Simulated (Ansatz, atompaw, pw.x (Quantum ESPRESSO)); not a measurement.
Equation-of-state test of one PAW (atompaw) potential (tungsten (W))

atompaw 4.2.0.5 input, output lines left out:

```
W 74
GGA-PBE scalarrelativistic loggrid 2001 logderivrange -5 5 251
6 6 5 4 0 0
6 0 1.5
6 1 0
5 2 4.5
0 0 0
c
c
c
c
c
v
c
c
c
v
v
c
c
v
c
2
2.60 2.20 1.90 2.05
y
5
n
n
y
2.65
n
custom rrkj vanderbiltortho besselshape
bessel
2.30
2.60
1.95
2.00
2.60
2.60
```

Atomic tests: cutoffs needed: 21 Ry and 40 Ry (the cutoffs (Ry, on a coarse ladder) from which the occupation-weighted sum of valence levels, in a spherical-Bessel basis at the reference potential, stays within 10 and 1 mRy of its value at 400 Ry); ghost test: no extra level below or beside the all-electron valence levels (s, p, d, f tested) (spherical-Bessel basis up to 400 Ry, 20 bohr box); lowest eigenvalue of the overlap operator: 0.10 (p channel).

Crystal test: sc W in pw.x 7.5, no spin, 12³ k-points, Fermi–Dirac smearing 0.01 Ry, cutoffs 50/500 Ry. The reference is all-electron LAPW (Ansatz 0.2.0) with the same functional, mesh and smearing; V0 and B0 come from Birch–Murnaghan fits to the pressures at five volumes. Errors are pseudo minus all-electron; Δ is the rms difference of the E(V) curves that follow from these fits, minima aligned, over ±6 % about the mean V0. Mesh and smearing are coarse, so the numbers serve the comparison and aren't converged zero-temperature values; the lattice is a test structure that the element need not adopt.

All-electron: a0 = 2.638 Å (V0 = 18.36 Å³/atom), B0 = 216.4 GPa.

How far does the potential miss the all-electron equation of state?

mean pressure error (GPa): +1.81; a0 (Å): 2.645; a0 error (%): +0.28; B0 error (%): -0.3; Δ (meV/atom): 7.4. The logarithmic derivative shows an extra or strongly shifted pseudo pole above the reference energy (s near 1.24 Ry).

```csv
V (Å³/atom),P all-electron (GPa),P pseudo (GPa)
17.612,9.79,11.98
18.076,3.46,5.44
18.539,-2.09,-0.30
19.002,-6.95,-5.32
19.466,-11.21,-9.72
```

At the middle volume, how do free energy and pressure move when the wave cutoff is lowered (ecutrho held at 500 Ry)?

| cutoff (Ry) | shift of F (meV/atom) | shift of P (GPa) |
| --- | --- | --- |
| 22 | +555.7 | -8.44 |
| 30 | +78.7 | -3.06 |
| 40 | +9.6 | +0.03 |

The run at the middle volume (84 k-points, 9 iterations) took about 15 s on one core of a shared host (Intel(R) Xeon(R) 6975P-C, 192 threads, 756 GiB, load 133).
